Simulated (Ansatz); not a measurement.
**AlNi: computed DOS**

```cif
data_structure
_symmetry_space_group_name_H-M 'Pm-3m'
_symmetry_Int_Tables_number 221
_cell_length_a 2.8810
_cell_length_b 2.8810
_cell_length_c 2.8810
_cell_angle_alpha 90.000
_cell_angle_beta 90.000
_cell_angle_gamma 90.000
_cell_volume 23.91
loop_
_atom_site_label
_atom_site_type_symbol
_atom_site_symmetry_multiplicity
_atom_site_Wyckoff_symbol
_atom_site_fract_x
_atom_site_fract_y
_atom_site_fract_z
_atom_site_occupancy
Al1 Al 1 a 0.00000 0.00000 0.00000 1
Ni1 Ni 1 b 0.50000 0.50000 0.50000 1
```

The runs use the primitive cell with vectors (2.881, 0.000, 0.000), (0.000, 2.881, 0.000), (0.000, 0.000, 2.881) Å, to which the k mesh refers.

The cell is COD entry 9008802, as deposited and not checked against the literature; nothing was relaxed.

Computed with DFT, PBE, all-electron LAPW, scalar-relativistic in Ansatz 0.2.0.

Settings: a Γ-centred 13×13×13 k mesh, Fermi–Dirac smearing of 0.05 eV, basis error target 0.5 meV/atom, spin-polarised from start moments Ni2 1.5 μB (the moments died away, and the run ended non-magnetic).

States per eV and cell, averaged over 0.4 eV, from -5.8 to 3.6 eV, with energies (bin centres) from the Fermi level; empty bins are left out. The partial columns, the largest 4 alone, are projections on Löwdin-orthogonalised atomic shells (those that the program's projection atoms carry: the occupied ones and, for some elements, an empty d or f shell; other empty shells have no column), summed over atoms of an element. Weights on diffuse s and p shells depend on that basis and aren't pure angular character.

| E (eV) | total | Ni 3d | Al 3p | Al 3s | Ni 4s |
| --- | --- | --- | --- | --- | --- |
| -5.7 | 0.64 | 0.16 | 0.23 | 0.20 | 0.04 |
| -5.3 | 0.67 | 0.21 | 0.24 | 0.17 | 0.04 |
| -4.9 | 0.63 | 0.21 | 0.26 | 0.11 | 0.04 |
| -4.5 | 0.73 | 0.27 | 0.30 | 0.09 | 0.06 |
| -4.1 | 1.37 | 0.66 | 0.50 | 0.09 | 0.10 |
| -3.7 | 1.72 | 1.03 | 0.54 | 0.08 | 0.06 |
| -3.3 | 2.03 | 1.48 | 0.48 | 0.04 | 0.01 |
| -2.9 | 3.07 | 2.37 | 0.63 | 0.00 | 0.01 |
| -2.5 | 2.62 | 2.33 | 0.18 | 0.00 | 0.06 |
| -2.1 | 5.79 | 5.39 | 0.23 | 0.01 | 0.08 |
| -1.7 | 5.24 | 4.92 | 0.20 | 0.01 | 0.03 |
| -1.3 | 1.02 | 0.85 | 0.11 | 0.01 | 0.02 |
| -0.9 | 0.51 | 0.40 | 0.08 | 0.00 | 0.01 |
| -0.5 | 1.70 | 1.31 | 0.28 | 0.03 | 0.06 |
| -0.1 | 0.98 | 0.60 | 0.27 | 0.04 | 0.03 |
| 0.3 | 0.72 | 0.36 | 0.26 | 0.04 | 0.02 |
| 0.7 | 0.53 | 0.22 | 0.22 | 0.03 | 0.01 |
| 1.1 | 0.41 | 0.14 | 0.19 | 0.03 | 0.01 |
| 1.5 | 0.29 | 0.08 | 0.13 | 0.02 | 0.02 |
| 1.9 | 0.39 | 0.09 | 0.10 | 0.03 | 0.12 |
| 2.3 | 0.68 | 0.15 | 0.12 | 0.09 | 0.20 |
| 2.7 | 0.95 | 0.21 | 0.23 | 0.19 | 0.16 |
| 3.1 | 0.86 | 0.18 | 0.24 | 0.21 | 0.11 |
| 3.5 | 0.82 | 0.14 | 0.25 | 0.22 | 0.09 |

Question: Which of the resolved shells contributes most within 0.3 eV of the Fermi level?

Answer: Ni 3d, with 59 % of all states there; Al 3p follows with 29 %.

Question: Where is the centre of the filled Ni 3d states between -14 eV and the top of the filled states?

Answer: -2.33 eV from the Fermi level.
